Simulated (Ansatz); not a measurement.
Take a crystal in which Ti has been replaced by V on all its sites, with the cell rescaled by a rough guess (in some cases also distorted within its space group) and nothing relaxed:

```xyz
3
Lattice="-1.6005 1.6005 2.0761 1.6005 -1.6005 2.0761 1.6005 1.6005 -2.0761" Properties=species:S:1:pos:R:3 pbc="T T T"
V     0.0000    0.0000    0.0000
H     0.0000    1.6005    1.0380
H     1.6005    0.0000    1.0380
```

The calculation used DFT PBEsol, scalar-relativistic, plane waves, PAW (Ansatz 0.2.0).

Plane waves to 420 eV, a k mesh through Γ of 18×18×18 on the computed 3-atom cell and Gaussian smearing (0.10 eV); no spin polarisation.

(1) What pressure does the cell carry?

(2) Is it a metal on this mesh?

(3) What is its energy against the elements in their standard states?

Results:

(1) The pressure is -22.4 GPa (positive in compression), so the cell would contract.

(2) Yes, a band crosses the Fermi level.

(3) -0.208 eV/atom at this unrelaxed geometry, with the elements in the same functional.